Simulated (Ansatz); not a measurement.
Crystal: Si.

```
CELL_PARAMETERS angstrom
0.00000 2.72185 2.72185
2.72185 0.00000 2.72185
2.72185 2.72185 0.00000
ATOMIC_POSITIONS crystal
Si 0.50000 0.50000 0.50000
Si 0.75000 0.75000 0.75000
```

```yaml
Program: Ansatz 0.2.0
Task: relaxation of cell and atoms
Functional: revPBE
Dispersion: D4
Potentials_or_basis: Ansatz PAW
Cutoff: "420 eV (not typed: the program's choice for these potentials)"
k_mesh: 8 × 8 × 8
Occupations: fermi-dirac, width 0.05 eV
Spin: no spin polarisation
```

At the start: volume 20.16 Å³/atom.

How do energy, volume and symmetry change on relaxing?

It ends after 4 steps and the volume is 19.62 Å³/atom (-2.7 %); space group Fd-3m (No. 227, to 0.05 Å).

The path:
```
step  energy change (eV)  largest force (eV/Å)  volume (Å³)
   1              0.0000                0.0000        40.33
   2             -0.0080                0.0000        39.52
   3             -0.0086                0.0000        39.24
   4             -0.0085                0.0000        39.24
```

Final structure:
```cif
data_structure
_symmetry_space_group_name_H-M 'P 1'
_symmetry_Int_Tables_number 1
_cell_length_a 3.8144
_cell_length_b 3.8144
_cell_length_c 3.8144
_cell_angle_alpha 60.000
_cell_angle_beta 60.000
_cell_angle_gamma 60.000
_cell_volume 39.24
loop_
_atom_site_label
_atom_site_type_symbol
_atom_site_fract_x
_atom_site_fract_y
_atom_site_fract_z
_atom_site_occupancy
Si1 Si 0.50000 0.50000 0.50000 1
Si2 Si 0.75000 0.75000 0.75000 1
```

Caveat: the plane-wave basis is chosen anew once the cell has moved, so the energies of steps on either side of that aren't comparable; the PAW data sets come from PBE, with cores solved anew for the run's functional, which leaves a small shift of forces and pressure.
